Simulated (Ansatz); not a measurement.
ZnS at 8 GPa: from Born charge to LO–TO splitting and polaron coupling

All numbers below come from DFT PBEsol, scalar-relativistic, plane waves, PAW (Ansatz 0.2.0). Cutoff 420 eV, 10×10×10 k-points (Γ-centred), fixed occupations. No spin polarisation. Phonons by linear response, acoustic sum rule imposed.

The cell, relaxed at 8 GPa:
```
Zn S
1.0
     0.00000    2.60429    2.60429
     2.60429    0.00000    2.60429
     2.60429    2.60429    0.00000
Zn S
1 1
Direct
  0.00000 0.00000 0.00000
  0.75000 0.75000 0.75000
```

Linear response gives ν_TO = 321.4 cm⁻¹, Born charges ±1.829 e (positive on Zn) and ε∞ = 6.103. The primitive cell holds 35.326 Å³, and the masses are 65.380 and 32.060 amu.

**Question.** Find ν_LO and the static dielectric constant.

**Answer.** The long-wave field adds a restoring force: ω_LO² − ω_TO² = Z*²e²/(ε_vac ε∞ μV). In these units ν_LO² − ν_TO² = 4.92064×10⁷ Z*²/(μ V ε∞) cm⁻², with μ = m₁m₂/(m₁ + m₂) = 21.512 amu: 35499 cm⁻². So ν_LO = √(321.4² + 35499) = 372.6 cm⁻¹, and the run gives 372.6. Lyddane–Sachs–Teller then gives ε0 = ε∞ (ν_LO/ν_TO)² = 8.20, against 8.20 in the run (it forms both from the same three quantities, so the match checks the arithmetic only). Between ν_TO and ν_LO the dielectric function is negative and an undamped crystal reflects fully: a reststrahlen band from 26.8 to 31.1 μm.

**Question.** What do the Clausius–Mossotti polarisability and the Szigeti charge come to?

**Answer.** With the Lorentz local field, α = (3V/4π)(ε∞ − 1)/(ε∞ + 2) = 5.31 Å³ for the pair, and e_S = 3Z*/(ε∞ + 2) = 0.68 e. The Born charge includes the electrons' response to the dipole's own local field, and e_S takes that enhancement out. The Lorentz field assumes point-like polarisable ions, a poor picture once ε∞ is this large, since the electron clouds then overlap or are shared, so both numbers are formal here.

**Question.** How strongly does a slow electron couple to the LO mode?

**Answer.** For one isotropic parabolic band, Fröhlich's constant is α_F = (1/ε∞ − 1/ε0) √(m* Ry/ħω_LO), with Ry = 13.606 eV, ħω_LO = 46.2 meV and m* in free-electron masses: α_F = 0.0419 × 17.16 × √m* = 0.72 √m*. The band mass isn't part of this run; for m* = 0.1, 0.3 and 1 it gives 0.23, 0.39, 0.72. In weak coupling the polaron lies α_F ħω_LO below the band edge (18 meV at m* = 0.3) with a mass m*(1 + α_F/6); past α_F of about 5 or 6 that expansion fails. A semilocal functional's ε∞ tends to be too large, which taken alone lowers α_F.

Cost: 1 run of about 1.4 core-minutes, on AMD EPYC 7R43 (Zen 3) (shared hosts).

The lattice adds only modestly to a screening that is already mostly electronic: ε∞ is 6.103 and the static constant 8.20. This small difference, rather than a weak dynamical charge, keeps the Fröhlich coupling low. The Born charge of 1.829 e lies close to the formal valence, but that doesn't make ZnS a nearly ideal ionic crystal. It measures the polarisation current driven by a sublattice displacement, including charge transferred as the Zn–S hybridisation changes, and so isn't a static charge on the atom. The same polarisable bonds screen the long-range field that lifts the LO mode above the TO mode.

For electrons, the conduction-band minimum of zinc-blende ZnS is s-like and light, so the lower masses listed are probably the relevant ones, suggesting a large, mobile polaron rather than a self-trapped carrier. The estimate doesn't carry over directly to holes, whose S 3p-derived bands are heavier, warped and degenerate at the zone centre. With a single pressure, the calculation can't show whether compression strengthens or weakens the polar coupling.
